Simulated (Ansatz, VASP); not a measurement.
**Two plane-wave programs on HfN**

```
Hf N
1.0
     0.00000    2.27396    2.27396
     2.27396    0.00000    2.27396
     2.27396    2.27396    0.00000
Hf N
1 1
Direct
  0.00000 0.00000 0.00000
  0.50000 0.50000 0.50000
```

Change from the starting cell: volume scaled by 1.02, ions relaxed.

Alike in both runs: functional PBE; k mesh 18 × 18 × 18; occupations fermi-dirac, width 0.05 eV; no spin polarisation.

Ansatz relaxed the structure, and its values are those at the end. VASP's run is a single point on that final structure, the one shown.

|  | VASP | Ansatz |
| --- | --- | --- |
| version | VASP 6.6.1 | Ansatz 0.2.0 |
| potentials or method | VASP PAW PBE potentials, release 64 (Hf_pv, N) | plane-wave PAW, scalar-relativistic |
| plane-wave cutoff (eV) | 520 | 420 |
| valence electrons in the cell | 15 | 31 |

Ansatz gave:

```
pressure (GPa) : 0.0
```

**Question.** What did VASP give for the same quantities?

**Answer.** Pressure (GPa): -2.3.

The two sets of potentials don't hold the same shells in valence. Ansatz warned: «gradients_without_spin_orbit».

The runs have no spin-orbit coupling, so splittings on Hf are missing.
